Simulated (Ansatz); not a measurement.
# Si: the order of phases at one pressure, part 2 of 2

Aim: bring Si in several structures (fcc, bcc, hcp, omega, graphite, diamond) to one pressure and rank them by enthalpy. The pressure is set by scaling the first phase. Methods of the runs shown: LAPW. Companion runs by PAW are cited.

Ansatz 0.2.0; DFT PBEsol; a cell built from a prototype (fcc type), not taken from measurement.

## Step 7: Diamond relaxed under pressure, LAPW

input.yaml reads:

```yaml
crystal:
  lattice:
    - [0.0, 2.4102513609, 2.4102513609]
    - [2.4102513609, 0.0, 2.4102513609]
    - [2.4102513609, 2.4102513609, 0.0]
  atoms:
    - { symbol: Si, position: [-0.125, -0.125, -0.125] }
    - { symbol: Si, position: [0.125, 0.125, 0.125] }
kpoints:
  mp_grid: { grid: [14, 14, 14] }
scf:
  occupations: { method: fermi_dirac, width: 0.05 }
hamiltonian:
  xc: pbesol
  pseudopotentials: { kind: all_electron, lapw: { basis_error: 0.0005 } }
output:
  forces: true
  stress: true
  eigenvalues: true
relax:
  f_tol: 0.005
  max_steps: 12
  cell: { p_target: 69.0, stress_tol: 0.035 }
```

Launch:

```sh
ansatz run input.yaml --threads 1 --pin off --max-ram 3584MiB --backend cpu --events-out ev --progress --plain --runs-dir out
```

The program printed:

```text
The last accepted step is kept in <dir> (removed where the run ends without a failure and the disk answers)
LAPW: plane waves up to 9.866 Å⁻¹, error target 5.0e-4 eV per atom; small_component_spin mean_spin; Si in spheres of 1.012 Å, 12 of its electrons in bands, Dirac shells []
Engine: ansatz 0.2.0
Pseudopotentials: kind: all_electron
Pseudopotential: Si, LAPW, valence charge 12, Koelling and Harmon's equation, gaussian nucleus
Functional definition: PBEsol
  exchange = pbesol_x
  correlation = pbesol_c
Crystal: 2 atoms, lattice volume = 28.004 Å³
Basis set: ecut = 370.8500133522228 eV, 459 PW (Γ), exchange–correlation at level 2
Bands: 16, of which v1, the nominal top of the filled ones, is band 12 counted from 1 (11 counted from 0)
Symmetry: 48 space group operations
Space group: Fd-3m (ITA 227), of the structure as read, at distance tolerance 3.0e-5 Å
k-points: 104 of 2744
Non-local potential: Si, projectors of the file, none
Initial density: superposition of atomic densities (chi_scale 0.1, normalization cell)
Initial wavefunctions: plane waves of lowest kinetic energy (no species holds an atomic orbital)
Functional: x = pbesol(κ = 0.804, μ = 0.12345679012345678), c = pbesol(β = 0.046)
iter 1 solved again at ethr=5.31e-3 eV; its pass at ethr=1.00e-1 eV (dr2=1.27e0 eV) is discarded
SCF iter   1: F=—  HF=-15754.421717 eV  |F-HF|=—  |Δ(HF+E_count)|=         —  Δρ=6.70e-2  dr2=1.28e0  ethr=5.31e-3  ⟨swp⟩=2.0  Hψ=11349  notcnv=0
preconditioner: auto → none  [insulator: Δε(μ)=0.194 eV  Ē_g=11.292 eV  σ=0.050 eV  W_gap=0.75  n_scr=14 (ndim 8)  ℏωp=19.8 eV  f_vac=0.000  D(μ)=0.03/eV (n_scr^D=0)  ε∞_Penn≈4.1]
SCF iter   2: F=—  HF=-15754.035689 eV  |F-HF|=—  |Δ(HF+E_count)|=   3.86e-1  Δρ=2.44e-2  dr2=1.40e-1  ethr=5.31e-3  ⟨swp⟩=2.1  Hψ=4592  notcnv=0
iter 3 solved again at ethr=3.32e-6 eV; its pass at ethr=5.85e-4 eV (dr2=7.96e-4 eV) is discarded
SCF iter   3: F=—  HF=-15753.996920 eV  |F-HF|=—  |Δ(HF+E_count)|=   3.88e-2  Δρ=2.61e-3  dr2=8.00e-4  ethr=3.32e-6  ⟨swp⟩=3.0  Hψ=8280  notcnv=0
SCF iter   4: F=—  HF=-15753.996857 eV  |F-HF|=—  |Δ(HF+E_count)|=         —  Δρ=2.93e-4  dr2=1.26e-5  ethr=3.32e-6  ⟨swp⟩=2.0  Hψ=4177  notcnv=0
the basis was enlarged: its passes take 263.7 KiB over the memory plan, 1 of 1 planned eigensolver slots
SCF iter   5: F=-15753.996860 eV  HF=-15753.996860 eV  |F-HF|=1.26e-7  |Δ(HF+E_count)|=   2.65e-6  Δρ=1.84e-5  dr2=9.20e-8  ethr=5.26e-8  ⟨swp⟩=2.0  Hψ=4173  notcnv=0
SCF 1 converged in 5 iterations: F = -15753.996860 eV  dr2 = 9.20e-8
relax step   1: F+E_penalty+E_count = -15753.99686016 eV  Δ(F+E_penalty+E_count) = +0.000e0 eV  max|allowed force component| = 1.156e-17 eV/Å  Δτ_max = 0.0000 Å  P = +68.610 GPa  Ω = 28.004 Å³  (5 SCF iters, accepted)
Crystal: 2 atoms, lattice volume = 27.957 Å³
Basis set: ecut = 371.2614022404421 eV, 459 PW (Γ), exchange–correlation at level 2
Initial density: handed on by an earlier stage of this run
Initial wavefunctions: those handed on with the density
iter 1 solved again at ethr=4.31e-9 eV; its pass at ethr=1.00e-1 eV (dr2=1.03e-6 eV) is discarded
SCF iter   1: F=—  HF=-15753.976855 eV  |F-HF|=—  |Δ(HF+E_count)|=         —  Δρ=5.35e-5  dr2=9.98e-7  ethr=4.31e-9  ⟨swp⟩=4.7  Hψ=8984  notcnv=0
preconditioner: auto → Kerker (q_TF=auto, 2.660 Å⁻¹)  [metal: Δε(μ)=0.091 eV  Ē_g=11.136 eV  σ=0.050 eV  W_gap=0.42  n_scr=14 (ndim 8)  ℏωp=19.9 eV  f_vac=0.000  D(μ)=0.25/eV (n_scr^D=0)]
SCF iter   2: F=—  HF=-15753.976855 eV  |F-HF|=—  |Δ(HF+E_count)|=   9.76e-8  Δρ=3.76e-5  dr2=4.98e-7  ethr=4.16e-9  ⟨swp⟩=2.0  Hψ=4170  notcnv=0
SCF iter   3: F=-15753.976855 eV  HF=-15753.976855 eV  |F-HF|=4.00e-9  |Δ(HF+E_count)|=   3.60e-8  Δρ=1.36e-5  dr2=7.34e-8  ethr=2.08e-9  ⟨swp⟩=2.0  Hψ=4170  notcnv=0
SCF 2 converged in 3 iterations: F = -15753.976855 eV  dr2 = 7.34e-8
relax step   2: F+E_penalty+E_count = -15753.97685534 eV  Δ(F+E_penalty+E_count) = +2.000e-2 eV  max|allowed force component| = 4.626e-17 eV/Å  Δτ_max = 0.0000 Å  P = +69.145 GPa  Ω = 27.957 Å³  (3 SCF iters, accepted)
Crystal: 2 atoms, lattice volume = 27.970 Å³
Basis set: ecut = 371.1500395135607 eV, 459 PW (Γ), exchange–correlation at level 2
iter 1 solved again at ethr=5.37e-11 eV; its pass at ethr=1.00e-1 eV (dr2=1.29e-8 eV) is discarded
SCF iter   1: F=—  HF=-15753.982280 eV  |F-HF|=—  |Δ(HF+E_count)|=         —  Δρ=5.55e-6  dr2=7.46e-9  ethr=5.37e-11  ⟨swp⟩=5.1  Hψ=9422  notcnv=0
preconditioner: auto → Kerker (q_TF=auto, 2.660 Å⁻¹)  [metal: Δε(μ)=0.090 eV  Ē_g=11.134 eV  σ=0.050 eV  W_gap=0.42  n_scr=14 (ndim 8)  ℏωp=19.9 eV  f_vac=0.000  D(μ)=0.25/eV (n_scr^D=0)]
SCF iter   2: F=-15753.982280 eV  HF=-15753.982280 eV  |F-HF|=1.92e-9  |Δ(HF+E_count)|=   2.17e-9  Δρ=3.83e-6  dr2=4.16e-9  ethr=3.11e-11  ⟨swp⟩=2.0  Hψ=4170  notcnv=0
SCF 3 converged in 2 iterations: F = -15753.982280 eV  dr2 = 4.16e-9
relax step   3: F+E_penalty+E_count = -15753.98228049 eV  Δ(F+E_penalty+E_count) = -5.425e-3 eV  max|allowed force component| = 6.476e-17 eV/Å  Δτ_max = 0.0000 Å  P = +69.001 GPa  Ω = 27.970 Å³  (2 SCF iters, accepted)
iter 1 solved again at ethr=1.73e-11 eV; its pass at ethr=1.00e-1 eV (dr2=4.16e-9 eV) is discarded
SCF iter   1: F=—  HF=-15753.982280 eV  |F-HF|=—  |Δ(HF+E_count)|=         —  Δρ=3.82e-6  dr2=4.16e-9  ethr=1.73e-11  ⟨swp⟩=2.1  Hψ=6954  notcnv=0
SCF iter   2: F=-15753.982280 eV  HF=-15753.982280 eV  |F-HF|=8.75e-10  |Δ(HF+E_count)|=   2.05e-9  Δρ=2.67e-6  dr2=2.22e-9  ethr=1.73e-11  ⟨swp⟩=2.0  Hψ=4170  notcnv=0
SCF 4 converged in 2 iterations: F = -15753.982280 eV  dr2 = 2.22e-9
relax step   4: F+E_penalty+E_count = -15753.98228050 eV  Δ(F+E_penalty+E_count) = -8.085e-9 eV  max|allowed force component| = 9.714e-17 eV/Å  Δτ_max = 0.0000 Å  P = +69.001 GPa  Ω = 27.970 Å³  stress off target by 1.09e-3 GPa  SCF on the basis re-selected at this cell (its energy is not comparable with the rows above)  (2 SCF iters)
basis re-selected at this cell: Δ(F+E_penalty+E_count) = -8.085e-9 eV, ΔP = +0.000 GPa vs the last step (what re-selecting the basis moved, after the strain that the cell walked since its last selection, with what the two solves' SCF thresholds leave and, on support functions, any second-order correction that the steps lacked; it is no measure of the basis error at this ecutwfc). This SCF's stress stands 1.09e-3 GPa from its target on what of the cell is left free (relax.cell.stress_tol is 3.50e-2 GPa) and its largest allowed force component is 9.71e-17 eV/Å (relax.f_tol is 5.00e-3 eV/Å): within both
SCF converged after 2 iterations
Free energy (F): -15753.982280 eV
Harris-Foulkes:  -15753.982280 eV  (|F-HF|=8.75e-10)
Internal energy: -15753.980228 eV  (E = F + TS)
E sigma→0 (E₀):  -15753.981254 eV
Entropy (-TS):   -0.002052 eV (-1.026 meV/atom)
Fermi energy:    12.153282 eV
--- Per-component energies (eV) ---
  E_band       = -1356.773698
  E_kinetic    = 15830.147827
  E_xc         = -1113.872074
  E_electrostatic = -30470.255981  (all electrons and nuclei)
  E_smearing   = -0.002052  (= −TS)
  E_closure    = 0.000000  (closes the sum)
  E_atoms      = -15744.421745  (free atoms, spherical and without spin; not in F)
  Σ components = -15753.982280   (vs F -15753.982280, Δ=0.00e0)
  Basis errors (estimates in eV, not in F): energy 2.3e-4 per atom: plane waves 2.1e-4 (1.2e-4 summed), levels above the bands 7.1e-63, relativity 1.7e-8, radial functions 1.9e-5, core shells 7.7e-14; eigenvalues (radial functions only) 1.6e-7; not estimated: angular momenta, meshes, grids; target (lapw.basis_error) 5.0e-4; muffin-tin radii Si 1.012 Å
--- Forces (eV/Å), atoms counted from 1 ---
  atom   1  Si     0.00000000    -0.00000000    -0.00000000
  atom   2  Si    -0.00000000     0.00000000     0.00000000
  max |Σ_I F_I| component: 3.70e-17 eV/Å
--- Stress (GPa, compression-positive) ---
       69.001093      -0.000000      -0.000000
       -0.000000      69.001093      -0.000000
       -0.000000      -0.000000      69.001093
  P = ⅓ Tr σ = 69.0011 GPa (690.011 kbar)
--- Band table (eV; the first three rows and the last of 104) ---
  k-point 0: bands = ["-120.6557", "-120.6142", "-76.9159", "-76.9159", "-76.9159", "-76.8488", "-76.8488", "-76.8488", "-2.4993", "12.3682", "12.3682", "12.3682", "14.9554", "14.9554", "14.9554", "20.1177"]
  k-point 1: bands = ["-120.6553", "-120.6146", "-76.9162", "-76.9162", "-76.9157", "-76.8490", "-76.8485", "-76.8485", "-2.4093", "11.5772", "12.2072", "12.2072", "15.1913", "15.1913", "15.2571", "19.8824"]
  k-point 2: bands = ["-120.6542", "-120.6158", "-76.9171", "-76.9171", "-76.9151", "-76.8498", "-76.8476", "-76.8476", "-2.1407", "10.0243", "11.8640", "11.8640", "15.4984", "15.6830", "15.6830", "19.4050"]
  k-point 103: bands = ["-120.6350", "-120.6350", "-76.9276", "-76.9276", "-76.8826", "-76.8826", "-76.8374", "-76.8374", "3.5080", "3.5080", "6.7303", "6.7303", "16.0009", "16.0009", "18.9156", "18.9156"]
--- Relaxed structure (3 steps of the walk, 3 accepted, 1 SCFs on fresh bases) ---
  F+E_penalty+E_count = -15753.98228050 eV   max|allowed force component| = 9.714e-17 eV/Å   (the final SCF, on the basis selected at the relaxed cell)
  cell:  # Å, volume = 27.9699 Å³
    - [3.120915370148549e-34, 2.4092769777847733, 2.4092769777847733]
    - [2.4092769777847733, -7.70675019975458e-34, 2.4092769777847733]
    - [2.4092769777847733, 2.4092769777847733, -8.598440305511307e-34]
  atoms:
    - { symbol: Si, position: [-0.12499999999999999, -0.12499999999999999, -0.12499999999999999] }
    - { symbol: Si, position: [0.12499999999999999, 0.12499999999999999, 0.12499999999999999] }
```

Run time: 29 s. Hardware: 1 thread of Arm Neoverse V2, shared host; peak memory 0.38 GiB.

Step by step:

```csv
step,energy from step 1 (eV/cell),largest force component (eV/Å),pressure (GPa),volume (Å³)
1,0.0000,0.0000,68.61,28.00
2,0.0200,0.0000,69.14,27.96
3,0.0146,0.0000,69.00,27.97
4,0.0146,0.0000,69.00,27.97
```

Step 1 is the start. Step 4 repeats the geometry before on a plane-wave basis chosen anew for that cell, so the energy can jump there without any move; the table keeps such jumps.

| input's cell | before | after | change |
| --- | --- | --- | --- |
| a (Å) | 3.409 | 3.407 | -0.0 % |
| b (Å) | 3.409 | 3.407 | -0.0 % |
| c (Å) | 3.409 | 3.407 | -0.0 % |
| volume (Å³/atom) | 14.00 | 13.98 | -0.1 % |

In short: pressure 69.00 GPa; no gap.

## Step 8: The series in one table

Rows by PAW come from runs of the same series that aren't printed here.

Enthalpy per atom, H = F + pV at p = 69 GPa, from each method's lowest phase:

| method | start | space group, start → end | volume (Å³/atom) | pressure (GPa) | enthalpy (meV/atom) |
| --- | --- | --- | --- | --- | --- |
| LAPW | fcc | Fm-3m → Fm-3m | 9.858 | 69.0 | 12.3 |
| LAPW | bcc | Im-3m → Im-3m | 10.183 | 69.0 | 141.2 |
| LAPW | hcp | P6_3/mmc → P6_3/mmc | 9.997 | 69.0 | 0.0 |
| LAPW | omega | P6/mmm → P6/mmm | 10.279 | 69.0 | 153.3 |
| LAPW, at PAW's cell | graphite | P6_3/mmc | 12.344 | 68.8 | 1355.5 |
| LAPW | diamond | Fd-3m → Fd-3m | 13.985 | 69.0 | 1694.3 |
| PAW | fcc | Fm-3m → Fm-3m | 9.858 | 69.0 | 11.8 |
| PAW | bcc | Im-3m → Im-3m | 10.183 | 69.0 | 141.6 |
| PAW | hcp | P6_3/mmc → P6_3/mmc | 9.997 | 69.0 | 0.0 |
| PAW | omega | P6/mmm → P6/mmm | 10.280 | 69.0 | 154.1 |
| PAW | graphite | P6_3/mmc → P6_3/mmc | 12.344 | 69.0 | 1360.3 |
| PAW | diamond | Fd-3m → Fd-3m | 14.002 | 69.0 | 1704.0 |

## Step 9: Results

This closing draws on all 2 parts.

| quantity | value |
| --- | --- |
| pressure | 69 GPa |
| lowest (LAPW) | hcp, 12.3 meV/atom under fcc |
| lowest (PAW) | hcp, 11.8 meV/atom under fcc |

By LAPW the order is hcp < fcc < bcc < omega < graphite < diamond. By PAW the order is hcp < fcc < bcc < omega < graphite < diamond. The methods agree on the lowest phase. Only these structures were tried, with electrons smeared by 0.05 eV and without vibrations, so the true ground state may be another. The k meshes differ between phases and weren't tested, which can move differences by some meV.
